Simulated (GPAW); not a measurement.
# Pd (Fm-3m) in GPAW: further runs

The runs below take Pd through single point, with PBE.

Program: GPAW 26.7.0. These are calculated values, not measurements. Logs are shortened: lines on timing, memory, paths and dates and some standing lists are left out, and cuts for length are marked. The log counts tension as positive stress, the text compression.

### Step 1. The crystal as given

The structure is cubic, space group Fm-3m (No. 225). Conventional cell: a = 3.893 Å, b = 3.893 Å, c = 3.893 Å, α = 90.00°, β = 90.00°, γ = 90.00°. Around Pd (site symmetry m-3m) lie 12 Pd at 2.75 Å.

### Step 2. Single point, PBE

Contents of run.py:

```python
from ase import Atoms
from ase.dft.bandgap import bandgap
from ase.io import write
from ase.units import Bohr, GPa
from gpaw import GPAW, PW
from gpaw.elf import elf_from_dft_calculation

atoms = Atoms(['Pd'],
              cell=[[0.0, 1.9465, 1.9465],
                    [1.9465, 0.0, 1.9465],
                    [1.9465, 1.9465, 0.0]],
              scaled_positions=[[0.0, 0.0, 0.0]],
              pbc=True)

calc = GPAW(mode=PW(600),
            xc='PBE',
            kpts={'size': (12, 12, 12), 'gamma': True},
            occupations={'name': 'methfessel-paxton', 'order': 0, 'width': 0.022},
            nbands=17,
            convergence={'density': 1e-05, 'energy': 1e-05},
            maxiter=150,
            txt='gpaw.txt')
atoms.calc = calc
energy = atoms.get_potential_energy()
forces = atoms.get_forces()
stress = atoms.get_stress()
calc.write('gs.gpw')
write('result.traj', atoms)
print(f'Energy: {energy:.6f} eV')
print('Forces (eV/A):')
print(forces.round(4))
print('Stress (GPa):', (stress / GPa).round(3))
print('Fermi level:', round(calc.get_fermi_level(), 4), 'eV')
print(f'Gap: {bandgap(calc)[0]:.4f} eV, direct: {bandgap(calc, direct=True)[0]:.4f} eV')

# fields on the real-space grid
write('density.cube', atoms, data=calc.get_pseudo_density() * Bohr**3)
write('potential.cube', atoms, data=calc.get_electrostatic_potential())
write('elf.cube', atoms, data=elf_from_dft_calculation(calc).data)
```

Potentials or basis: GPAW PAW data sets (gpaw-data 1.2.1), pw.

Started as:

```sh
OMP_NUM_THREADS=1 python run.py
```

gpaw.txt:

```text
__  _  _
 | _ |_)|_||  |
 |__||  | ||/\| - 26.7.0

Input parameters:
  mode=PW(ecut=600.0),
  convergence={'density': 1e-05, 'energy': 1e-05},
  kpts=MonkhorstPack(size=(12, 12, 12), gamma=True),
  maxiter=150,
  nbands=17,
  occupations=Occupations(name='methfessel-paxton', order=0, width=0.022),
  xc=XC(name='PBE')

Diagonalizing LCAO Hamiltonian
Converting LCAO to pw mode

       Pd

Atoms  # Å, Bohr magnetons
|   | symbol |        x |        y |        z |    initial magnetic moments |
|---|--------|----------|----------|----------|-----------------------------|
| 0 |     Pd | 0.000000 | 0.000000 | 0.000000 | ( 0.0000,  0.0000,  0.0000) |

Unit cell  # Å
| periodic |        x |        y |        z |  lengths |    angles |
|----------|----------|----------|----------|----------|-----------|
|      yes | 0.000000 | 1.946500 | 1.946500 | 2.752767 | 60.000000 |
|      yes | 1.946500 | 0.000000 | 1.946500 | 2.752767 | 60.000000 |
|      yes | 1.946500 | 1.946500 | 0.000000 | 2.752767 | 60.000000 |

Number of symmetries: 48
Symmetry operations  # r_c * U_cc + t_c -> r_c
|    | kind |            matrix            |
|----|------|------------------------------|
|  0 |  σ   |  1, 0, 0,  1, 0,-1,  1,-1, 0 |
|  1 |  C2  |  1, 0, 0,  1,-1, 0,  1, 0,-1 |
|  2 |  E   |  1, 0, 0,  0, 1, 0,  0, 0, 1 |
|  3 |  σ   |  1, 0, 0,  0, 0, 1,  0, 1, 0 |
|  4 |  C4  |  1, 0,-1,  1, 0, 0,  1,-1, 0 |
|  5 |  S6  |  1, 0,-1,  1,-1, 0,  1, 0, 0 |
|  6 |  σ   |  1, 0,-1,  0, 1,-1,  0, 0,-1 |
|  7 |  C3  |  1, 0,-1,  0, 0,-1,  0, 1,-1 |
|  8 |  S6  |  1,-1, 0,  1, 0, 0,  1, 0,-1 |
|  9 |  C4  |  1,-1, 0,  1, 0,-1,  1, 0, 0 |
| 10 |  C3  |  1,-1, 0,  0,-1, 1,  0,-1, 0 |
| 11 |  σ   |  1,-1, 0,  0,-1, 0,  0,-1, 1 |
| 12 |  σ   |  0, 1, 0,  1, 0, 0,  0, 0, 1 |
| 13 |  C4  |  0, 1, 0,  0, 1,-1, -1, 1, 0 |
| 14 |  C3  |  0, 1, 0,  0, 0, 1,  1, 0, 0 |
| 15 |  S6  |  0, 1, 0, -1, 1, 0,  0, 1,-1 |
| 16 |  C2  |  0, 1,-1,  1, 0,-1,  0, 0,-1 |
| 17 |  σ   |  0, 1,-1,  0, 1, 0, -1, 1, 0 |
| 18 |  S4  |  0, 1,-1,  0, 0,-1,  1, 0,-1 |
| 19 |  C4  |  0, 1,-1, -1, 1, 0,  0, 1, 0 |
| 20 |  C3  |  0, 0, 1,  1, 0, 0,  0, 1, 0 |
| 21 |  σ   |  0, 0, 1,  0, 1, 0,  1, 0, 0 |
| 22 |  S6  |  0, 0, 1,  0,-1, 1, -1, 0, 1 |
| 23 |  C4  |  0, 0, 1, -1, 0, 1,  0,-1, 1 |
| 24 |  S4  |  0, 0,-1,  1, 0,-1,  0, 1,-1 |
| 25 |  C3  |  0, 0,-1,  0, 1,-1,  1, 0,-1 |
| 26 |  C2  |  0, 0,-1,  0,-1, 0, -1, 0, 0 |
| 27 |  S6  |  0, 0,-1, -1, 0, 0,  0,-1, 0 |
| 28 |  S4  |  0,-1, 1,  1,-1, 0,  0,-1, 0 |
| 29 |  C4  |  0,-1, 1,  0, 0, 1, -1, 0, 1 |
| 30 |  C2  |  0,-1, 1,  0,-1, 0,  1,-1, 0 |
| 31 |  σ   |  0,-1, 1, -1, 0, 1,  0, 0, 1 |
| 32 |  C3  |  0,-1, 0,  1,-1, 0,  0,-1, 1 |
| 33 |  S6  |  0,-1, 0,  0, 0,-1, -1, 0, 0 |
| 34 |  S4  |  0,-1, 0,  0,-1, 1,  1,-1, 0 |
| 35 |  C2  |  0,-1, 0, -1, 0, 0,  0, 0,-1 |
| 36 |  C2  | -1, 1, 0,  0, 1, 0,  0, 1,-1 |
| 37 |  S6  | -1, 1, 0,  0, 1,-1,  0, 1, 0 |
| 38 |  S4  | -1, 1, 0, -1, 0, 1, -1, 0, 0 |
| 39 |  C3  | -1, 1, 0, -1, 0, 0, -1, 0, 1 |
| 40 |  S6  | -1, 0, 1,  0, 0, 1,  0,-1, 1 |
| 41 |  C2  | -1, 0, 1,  0,-1, 1,  0, 0, 1 |
| 42 |  C3  | -1, 0, 1, -1, 1, 0, -1, 0, 0 |
| 43 |  S4  | -1, 0, 1, -1, 0, 0, -1, 1, 0 |
| 44 |  C2  | -1, 0, 0,  0, 0,-1,  0,-1, 0 |
| 45 |  i   | -1, 0, 0,  0,-1, 0,  0, 0,-1 |
| 46 |  σ   | -1, 0, 0, -1, 1, 0, -1, 0, 1 |
| 47 |  C2  | -1, 0, 0, -1, 0, 1, -1, 1, 0 |

BZ-sampling:
  Number of BZ points: 1728
  Number of IBZ points: 72

  Monkhorst-Pack size: [12, 12, 12]
  Monkhorst-Pack shift: [0.041666666666666664, 0.041666666666666664, 0.041666666666666664]

K-points  # in reciprocal-cell coordinates
|     |                                coordinates |     weight |
|-----|--------------------------------------------|------------|
|   0 | ( -0.00000000,  -0.00000000,  -0.00000000) | 0.00057870 |
|   1 | (  0.08333333,   0.08333333,  -0.00000000) | 0.00347222 |
|   2 | (  0.08333333,   0.08333333,   0.08333333) | 0.00462963 |
|   3 | (  0.16666667,   0.08333333,   0.08333333) | 0.00694444 |
|   4 | (  0.16666667,   0.16666667,  -0.00000000) | 0.00347222 |
|   5 | (  0.16666667,   0.16666667,   0.08333333) | 0.01388889 |
|   6 | (  0.16666667,   0.16666667,   0.16666667) | 0.00462963 |
|   7 | (  0.25000000,   0.16666667,   0.08333333) | 0.01388889 |
|   8 | (  0.25000000,   0.16666667,   0.16666667) | 0.01388889 |
|   9 | (  0.25000000,   0.25000000,  -0.00000000) | 0.00347222 |
| ... |                                            |            |
|  71 | (  0.50000000,   0.50000000,   0.50000000) | 0.00231481 |

Plane wave coefficients: 531
Cutoff: 600.0 eV

Spin-components: 1 (collinear spins)
Bands:           17
Projectors:      6
Spin-degeneracy: 2
Datatype:        complex128

Parallelization:
  kpt:    1
  domain: 1
  band:   1

Density:
  Valence electrons: 16.0
  Components: 1
  Grid points: [16 16 16]
  Charge: 0.0  # |e|

Potential:
  Grid points: [16 16 16]

species:
  Pd:
    name:    Palladium
    Z:       46.0
    valence: 16
    core:    30
    charge:  0.0  # [|e|]
    compensation charges:
      type: gauss
      rc: 0.38  # [Å]
      lmax: 2
    cutoffs:
      filter: 2.38  # [Å]
      core: 2.28  # [Å]
    projectors
    | kind |    occ | energy [eV] | rcut [Å] |
    |------|--------|-------------|----------|
    |   5s |  0.000 |      -3.315 |    1.228 |
    |   4p |  6.000 |     -51.209 |    1.360 |
    |   5p |  0.000 |      -0.314 |    1.360 |
    |   4d | 10.000 |      -4.047 |    1.228 |
    |    s |        |      23.896 |    1.228 |
    |    d |        |      23.165 |    1.228 |

    Using partial waves for Pd as LCAO basis

Reference energy: -137227.490718  # eV

eigensolver:
  PPCG
  Converge bands: occupied
  niter=2

density mixing:
  MSR1-Mixer
  Pratt-step length: 0.05
  Maximum mixing coefficient: 0.75
  Old densities: 10
  SVD Regularization: 0.005
  Good broyden scale: 1.0
  Trust region scale: 1.0
  Backstep threshold: 4.0
  History deletion threshold: 6.0
  Fourier metric: weight=20.0, sigma=0.015

occupation numbers:
  Methfessel-Paxton:
    width: 0.0220  # eV
    order: 0

poisson solver:
  ecut: 4800.0  # eV

xc functional:
  name: PBE with 2 nearest neighbor stencil

convergence criteria:
- Maximum integral of absolute [dens]ity change: 1e-05 electrons / valence electron
- Maximum [total energy] change in last 3 cyles: 1e-05 eV / valence electron
- Maximum integral of absolute [eigenst]ate change: 4e-08 eV^2 / valence electron
maximum number of iterations: 150

SCF iterations
|iter     | |      energy | eigst |  dens |
|---------|-|-------------|-------|-------|
|iter:   1| |   -4.845297 | -0.14 |       |
|iter:   2| |   -4.608847 | -2.59 | -0.98 |
|iter:   3| |   -3.880688 | -1.45 | -1.04 |
|iter:   4| |   -3.872083 | -3.37 | -2.03 |
|iter:   5| |   -3.869232 | -3.36 | -2.14 |
|iter:   6| |   -3.869033 | -5.11 | -2.84 |
|iter:   7| |   -3.869035 | -6.90 | -3.97 |
|iter:   8| |   -3.869035c| -8.01c| -4.40 |
|iter:   9| |   -3.869035c| -8.41c| -5.49c|

Converged in 9 steps
Energy contributions relative to reference atoms: (reference = -137227.490718)

Energy contributions:
  Kinetic:          -1.785965
  Coulomb:          -2.660385
  Zero:             -0.152684
  External:          0.000000
  Xc:                0.730786
  Entropy:          -0.001573
  Spinorbit:         0.000000
  ----------------------------
  Free energy:      -3.869822
  Extrapolated:     -3.869035

dipole moment: (-11.556364, -11.556364, -11.556364)  # |e|*Ang

Fermi level: 9.465
Eigenvalues  # (at kpt = [-0.000, -0.000, -0.000])
| band index |      eig [eV] | occ [0-2] |
|------------|---------------|-----------|
|          0 |       -40.184 |     2.000 |
|          1 |       -40.184 |     2.000 |
|          2 |       -40.184 |     2.000 |
|          3 |         2.360 |     2.000 |
|          4 |         6.651 |     2.000 |
|          5 |         6.651 |     2.000 |
|          6 |         6.651 |     2.000 |
|          7 |         8.261 |     2.000 |
|          8 |         8.261 |     2.000 |
|          9 |        26.959 |     0.000 |
|         10 |        31.991 |     0.000 |
|         11 |        31.991 |     0.000 |
|         12 |        31.991 |     0.000 |
|         13 |        36.615 |     0.000 |
|         14 |        39.720 |     0.000 |
|         15 |        39.720 |     0.000 |
|         16 |        39.720 |     0.000 |

No gap
No difference between direct/indirect transitions

Forces  # eV/Ang
|       x |       y |       z |
|---------|---------|---------|
| 0.00000 | 0.00000 | 0.00000 |  # Pd   0

Stress tensor  # eV/Ang^3
|         x |         y |         z |
|-----------|-----------|-----------|
| -0.042744 |  0.000000 | -0.000000 |
|  0.000000 | -0.042744 | -0.000000 |
| -0.000000 | -0.000000 | -0.042744 |

# Writing to gs.gpw (mode='')
```

Wall time 12 s (1 thread of Arm Neoverse V1, shared host); peak memory 0.13 GiB.

What came out:

| Property | Result |
| --- | --- |
| Free energy | -3.8698 eV |
| Pressure | 6.8 GPa |
| Band gap on the k mesh | none (metal or under the smearing width) |

### Step 3. Single point, PBE

run.py: that of step 2 with these lines changed.

```diff
@@ -1,4 +1,3 @@
-from ase import Atoms
 from ase.dft.bandgap import bandgap
-from ase.io import write
+from ase.io import read, write
 from ase.units import Bohr, GPa
@@ -7,8 +6,3 @@
 
-atoms = Atoms(['Pd'],
-              cell=[[0.0, 1.9465, 1.9465],
-                    [1.9465, 0.0, 1.9465],
-                    [1.9465, 1.9465, 0.0]],
-              scaled_positions=[[0.0, 0.0, 0.0]],
-              pbc=True)
+atoms = read('Pd.xyz')
 
@@ -17,3 +11,3 @@
             kpts={'size': (12, 12, 12), 'gamma': True},
-            occupations={'name': 'methfessel-paxton', 'order': 0, 'width': 0.022},
+            occupations={'name': 'methfessel-paxton', 'order': 0, 'width': 0.023},
             nbands=17,
```

Contents of Pd.xyz:

```xyz
1
Lattice="0.0000000000 1.9465000000 1.9465000000 1.9465000000 0.0000000000 1.9465000000 1.9465000000 1.9465000000 0.0000000000" Properties=species:S:1:pos:R:3 pbc="T T T"
Pd     0.0000000000      0.0000000000      0.0000000000
```

Potentials or basis: GPAW PAW data sets (gpaw-data 1.2.1), pw.

Started as:

```sh
OMP_NUM_THREADS=1 python run.py
```

It took 12 s on 1 thread of Arm Neoverse V1, shared host; peak memory 0.14 GiB.

The run converged. Its results:

| Item | Value |
| --- | --- |
| Free energy | -3.8699 eV |
| Pressure | 6.8 GPa |
| Band gap on the k mesh | none (metal or under the smearing width) |

Levels at points of the mesh, in eV from the Fermi level:
| k point | band 4 | band 5 | band 6 | band 7 | band 8 | band 9 | band 10 | band 11 | band 12 | band 13 |
| --- | --- | --- | --- | --- | --- | --- | --- | --- | --- | --- |
| (0.00, 0.00, 0.00) | -7.11 | -2.81 | -2.81 | -2.81 | -1.20 | -1.20 | 17.49 | 22.53 | 22.53 | 22.53 |
| (0.50, 0.50, 0.00) | -5.36 | -5.08 | -0.03 | 0.32 | 0.32 | 3.36 | 10.80 | 13.52 | 13.52 | 21.53 |
| (0.50, 0.50, 0.50) | -5.26 | -2.86 | -2.86 | 0.00 | 0.00 | 1.02 | 7.36 | 16.80 | 22.02 | 22.02 |

### Step 4. Single point, PBE

Contents of run.py:

```python
from ase.dft.bandgap import bandgap
from ase.io import read, write
from ase.units import GPa
from gpaw import GPAW, PW

atoms = read('Pd.xyz')

calc = GPAW(mode=PW(600),
            xc='PBE',
            kpts={'size': (12, 12, 12), 'gamma': True},
            occupations={'name': 'methfessel-paxton', 'order': 0, 'width': 0.024},
            nbands=17,
            convergence={'density': 1e-05, 'energy': 1e-05},
            maxiter=150,
            txt='gpaw.txt')
atoms.calc = calc
energy = atoms.get_potential_energy()
forces = atoms.get_forces()
stress = atoms.get_stress()
calc.write('gs.gpw')
write('result.traj', atoms)
print(f'Energy: {energy:.6f} eV')
print('Forces (eV/A):')
print(forces.round(4))
print('Stress (GPa):', (stress / GPa).round(3))
print('Fermi level:', round(calc.get_fermi_level(), 4), 'eV')
print(f'Gap: {bandgap(calc)[0]:.4f} eV, direct: {bandgap(calc, direct=True)[0]:.4f} eV')
```

Pd.xyz is that of step 3.

Started as:

```sh
OMP_NUM_THREADS=1 python run.py
```

It took 11 s on 1 thread of Arm Neoverse V1, shared host; peak memory 0.14 GiB.

It converged, with:

```
Free energy            : -3.8700 eV
Pressure               : 6.8 GPa
Band gap on the k mesh : none (metal or under the smearing width)
```

Levels at points of the mesh, in eV from the Fermi level:
| k point | band 4 | band 5 | band 6 | band 7 | band 8 | band 9 | band 10 | band 11 | band 12 | band 13 |
| --- | --- | --- | --- | --- | --- | --- | --- | --- | --- | --- |
| (0.00, 0.00, 0.00) | -7.11 | -2.81 | -2.81 | -2.81 | -1.20 | -1.20 | 17.49 | 22.53 | 22.53 | 22.53 |
| (0.50, 0.50, 0.00) | -5.36 | -5.08 | -0.03 | 0.32 | 0.32 | 3.36 | 10.80 | 13.52 | 13.52 | 21.53 |
| (0.50, 0.50, 0.50) | -5.26 | -2.86 | -2.86 | 0.00 | 0.00 | 1.02 | 7.36 | 16.80 | 22.02 | 22.02 |

### Step 5. Single point, PBE

run.py: that of step 4 with these lines changed.

```diff
@@ -10,3 +10,3 @@
             kpts={'size': (12, 12, 12), 'gamma': True},
-            occupations={'name': 'methfessel-paxton', 'order': 0, 'width': 0.024},
+            occupations={'name': 'methfessel-paxton', 'order': 0, 'width': 0.025},
             nbands=17,
```

Pd.xyz is that of step 4.

Started as:

```sh
OMP_NUM_THREADS=1 python run.py
```

It took 11 s on 1 thread of Arm Neoverse V1, shared host; peak memory 0.14 GiB.

Results (log left out):

```
Free energy            : -3.8700 eV
Pressure               : 6.8 GPa
Band gap on the k mesh : none (metal or under the smearing width)
```

Levels at points of the mesh, in eV from the Fermi level:
| k point | band 4 | band 5 | band 6 | band 7 | band 8 | band 9 | band 10 | band 11 | band 12 | band 13 |
| --- | --- | --- | --- | --- | --- | --- | --- | --- | --- | --- |
| (0.00, 0.00, 0.00) | -7.11 | -2.81 | -2.81 | -2.81 | -1.20 | -1.20 | 17.49 | 22.53 | 22.53 | 22.53 |
| (0.50, 0.50, 0.00) | -5.36 | -5.07 | -0.03 | 0.32 | 0.32 | 3.36 | 10.80 | 13.52 | 13.52 | 21.53 |
| (0.50, 0.50, 0.50) | -5.26 | -2.86 | -2.86 | 0.00 | 0.00 | 1.02 | 7.36 | 16.80 | 22.02 | 22.02 |

### Step 6. The runs side by side

```csv
smearing,gap on the mesh (eV),pressure (GPa)
gaussian 0.022 eV,none,6.8
gaussian 0.023 eV,none,6.8
gaussian 0.024 eV,none,6.8
gaussian 0.025 eV,none,6.8
```

Alike in all rows: task single point; level PBE; potentials or basis GPAW PAW data sets (gpaw-data 1.2.1), pw; no spin polarisation; cell as given; k mesh 12 × 12 × 12; cutoff (eV) 600.

Every run on the cell as given and a fine mesh finds a metal.

Total energies depend on the potentials used, so only differences within one code and one set of settings carry meaning.
